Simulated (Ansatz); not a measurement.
# As (P-1) in Ansatz: reference runs

Reference runs on As: the cell as given.

All numbers are computed with Ansatz 0.2.0; they aren't measurements. Logs are shortened: lines on timing, memory, paths and dates and some standing lists are left out, and cuts for length are marked.

## (1) The cell of the first run

The typed cell holds 1 atom: a = 2.999 Å, b = 2.598 Å, c = 2.582 Å, α = 78.73°, β = 76.84°, γ = 93.49°.

## (2) Single point, PBE (cell sheared at random, sigma 0.1, atoms nudged by 0.01 Å)

The input, input.yaml:

```yaml
crystal:
  lattice:
    - [2.9794804, -0.10061659, 0.32377096]
    - [-0.10061659, 2.58301288, 0.26188432]
    - [0.32377096, 0.26188432, 2.54855196]
  atoms:
    - { symbol: As, position: [0.5, 0.5, 0.5] }
hamiltonian:
  xc: pbe
  pseudopotentials: { kind: paw }
kpoints:
  mp_grid: { grid: [9, 10, 11] }
scf:
  occupations: { method: fermi_dirac, width: 0.05 }
output:
  forces: true
  stress: true
  eigenvalues: true
```

Potentials or basis: Ansatz PAW.

Launch:

```console
$ ansatz run input.yaml --threads 2 --pin off --max-ram 5632MiB --backend cpu --events-out ev --progress --plain --runs-dir out
```

The program printed:

```text
Warning: RAYON_NUM_THREADS=2 ignored (pool sized by the plan → 2); use --threads N
Engine: ansatz 0.2.0, x86_64-unknown-linux-gnu
Pseudopotentials: kind: paw
Pseudopotential: As, paw, valence charge 15, recommended cutoff 420 eV (normal), As.paw.azcp
Functional definition: PBE
  parameter kappa = 0.804
  parameter beta = 0.06672455060314922
  exchange = pbe_x(kappa = kappa, mu = beta*pi^2/3)
  correlation = pbe_c(beta = beta)
Crystal: 1 atoms, lattice volume = 19.096 Å³
Basis set: ecut = 420 eV, 375 PW (Γ), exchange–correlation on 48×36×36 points (8 copies of the dense FFT grid, shifted against one another)
Bands: 12, of which v1, the nominal top of the filled ones, is band 8 counted from 1 (7 counted from 0)
Symmetry: 2 space group operations
Space group: P-1 (ITA 2), of the structure as read, at distance tolerance 2.7e-5 Å
k-points: 496 of 990
Non-local potential: As, projectors of the file, l = 0: 2, l = 1: 2, l = 2: 3, l = 3: 1
PAW form: soft (Blöchl's): semilocal exchange-correlation on the pseudo side does not see the compensation charge
PAW one-centre angular grid: As, 590 points (default); XC on 64 Gauss nodes
Initial density: superposition of atomic densities (neutral atoms: chi_scale 0, normalization atom), corrected by the library's trained network
Initial wavefunctions: pseudopotential atomic-orbital guess
Functional: x = pbe(κ = 0.804, μ = 0.2195149727645171), c = pbe(β = 0.06672455060314922)
SCF iter   1: F=—  HF=-4855.720722 eV  |F-HF|=—  |Δ(HF+E_count)|=         —  Δρ=2.06e-3  dr2=7.10e-4  ethr=1.77e-3  ⟨swp⟩=5.3  Hψ=36072  notcnv=0
preconditioner: auto → none  [metal: Δε(μ)=0.008 eV  Ē_g=15.302 eV  σ=0.050 eV  W_gap=0.04  n_scr=6 (ndim 8)  ℏωp=19.0 eV  f_vac=0.000  D(μ)=0.56/eV (n_scr^D=2)  sad-step TF]
SCF iter   2: F=—  HF=-4855.720557 eV  |F-HF|=—  |Δ(HF+E_count)|=   1.65e-4  Δρ=1.29e-3  dr2=3.12e-4  ethr=4.73e-6  ⟨swp⟩=1.3  Hψ=10154  notcnv=0
SCF iter   3: F=—  HF=-4855.720512 eV  |F-HF|=—  |Δ(HF+E_count)|=   4.55e-5  Δρ=2.82e-4  dr2=1.41e-5  ethr=2.08e-6  ⟨swp⟩=2.9  Hψ=9491  notcnv=0
SCF iter   4: F=—  HF=-4855.720494 eV  |F-HF|=—  |Δ(HF+E_count)|=   1.77e-5  Δρ=1.11e-4  dr2=1.66e-6  ethr=9.41e-8  ⟨swp⟩=2.0  Hψ=9536  notcnv=0
SCF iter   5: F=—  HF=-4855.720494 eV  |F-HF|=—  |Δ(HF+E_count)|=   2.00e-7  Δρ=2.96e-5  dr2=2.04e-7  ethr=1.11e-8  ⟨swp⟩=2.0  Hψ=9540  notcnv=0
SCF iter   6: F=-4855.720494 eV  HF=-4855.720494 eV  |F-HF|=5.63e-8  |Δ(HF+E_count)|=   1.08e-7  Δρ=1.31e-5  dr2=3.80e-8  ethr=6.67e-10  ⟨swp⟩=5.0  Hψ=22244  notcnv=0
SCF 1 converged in 6 iterations: F = -4855.720494 eV  dr2 = 3.80e-8
SCF converged after 6 iterations
Free energy (F): -4855.720494 eV
Harris-Foulkes:  -4855.720494 eV  (|F-HF|=5.63e-8)
Internal energy: -4855.715813 eV  (E = F + TS)
E sigma→0 (E₀):  -4855.718153 eV
Entropy (-TS):   -0.004681 eV (-4.681 meV/atom)
Fermi energy:    12.263440 eV
--- Per-component energies (eV) ---
  E_band       = -207.697028
  E_kinetic    = 103.361995
  E_local      = -1520.230886  (includes V_loc(G=0)·N_el)
  E_nonlocal   = -670.663576
  E_hartree    = 863.333657
  E_xc         = -79.692551
  E_vxc        = -79.861807  (∫ρ·V_xc dr)
  E_paw        = -1834.578079  (= ΣΔE_a)
  E_vpaw       = 233.023257  (= ΣTr[D̂ρ^β])
  E_aug_tail   = 0.000009  (compensation charges beyond the density's cutoff)
  E_ewald      = -1717.246383
  E_smearing   = -0.004681  (= −TS)
  E_closure    = -0.000000  (closes the sum)
  Σ components = -4855.720494   (vs F -4855.720494, Δ=0.00e0)
--- Forces (eV/Å), atoms counted from 1 ---
  atom   1  As     0.00000000     0.00000000     0.00000000
  max |Σ_I F_I| component: 0.00e0 eV/Å
--- Stress (GPa, compression-positive) ---
       -4.684878      -0.202967      -2.358716
       -0.202967      12.810169      -5.754719
       -2.358715      -5.754719      14.302425
  P = ⅓ Tr σ = 7.4759 GPa (74.759 kbar)
--- Band table (eV; the first three rows and the last of 496) ---
  k-point 0: bands = ["-23.8802", "-23.8214", "-23.7417", "-23.7339", "-23.7241", "-3.0875", "13.7383", "18.1064", "19.0046", "19.5774", "22.9387", "25.5789"]
  k-point 1: bands = ["-23.8727", "-23.8179", "-23.7440", "-23.7357", "-23.7254", "-2.8936", "13.7496", "16.9391", "18.5275", "19.3550", "23.8042", "27.0786"]
  k-point 2: bands = ["-23.8581", "-23.8033", "-23.7516", "-23.7401", "-23.7274", "-2.3150", "13.3410", "14.1999", "18.5090", "20.2123", "24.7249", "26.1863"]
  k-point 495: bands = ["-23.8634", "-23.7904", "-23.7503", "-23.7417", "-23.7254", "-0.7367", "5.7919", "16.9061", "18.5650", "25.5742", "26.0580", "27.6608"]
```

It took 3 s on 2 threads of Intel Xeon Platinum 8375C at 2.90GHz (Ice Lake), shared host; peak memory 0.45 GiB.

What came out:

```
Free energy            : -4855.7205 eV
Pressure               : 7.5 GPa
Band gap on the k mesh : none (metal or under the smearing width)
```

Stress tensor (GPa, compression positive):
```
-4.68 -0.20 -2.36
-0.20 12.81 -5.75
-2.36 -5.75 14.30
```
